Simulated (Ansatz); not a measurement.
Method: Ansatz, DFT PBE, scalar-relativistic, plane waves, PAW. Settings: cutoff 420 eV, Γ-centred meshes spaced at most about 0.3 Å⁻¹ (2π included), Gaussian smearing. No spin polarisation.

Temperature and zero-point effects are left out.

Two relaxed structures of AgCl:

A.

```
CELL_PARAMETERS angstrom
0.00000 2.80596 2.80596
2.80596 0.00000 2.80596
2.80596 2.80596 0.00000
ATOMIC_POSITIONS crystal
Ag 0.00000 0.00000 0.00000
Cl 0.50000 0.50000 0.50000
```

B.

```
CELL_PARAMETERS angstrom
0.00000 3.02972 3.02972
3.02972 0.00000 3.02972
3.02972 3.02972 0.00000
ATOMIC_POSITIONS crystal
Ag 0.00000 0.00000 0.00000
Cl 0.75000 0.75000 0.75000
```

Question: Which is lower in energy, and by how much?

Answer: B is lower, by 25 meV/atom. A has the rock salt type, space group Fm-3m (No. 225), 22.1 Å³/atom and a gap of 0.92 eV on its mesh; B has the zinc blende type, space group F-43m (No. 216), 27.8 Å³/atom and a gap of 1.29 eV. Counting Cl atoms around Ag (those within 1.25 times the shortest such distance or 1.15 times the sum of covalent radii), A has Ag 6 and B has Ag 4. The lower one is the more open, so pressure narrows the difference. In A, around Ag lie 6 Cl at 2.81 Å; Cl is surrounded by 6 Ag at 2.81 Å. In B, around Ag lie 4 Cl at 2.62 Å; Cl has 4 Ag at 2.62 Å. Origin: A, reached from a cell as deposited in COD, among other starts; B, invented. Shaken at random and relaxed again, B came back. The higher one, A, is the form on record in the Crystallography Open Database, so temperature, pressure or the functional's error must bridge the margin. Checks on A: no imaginary mode on a 4×4×4 q mesh. Checks on B: no imaginary mode at Γ (other wave vectors untested).

Kohn–Sham gaps at this level usually fall short of measured ones.
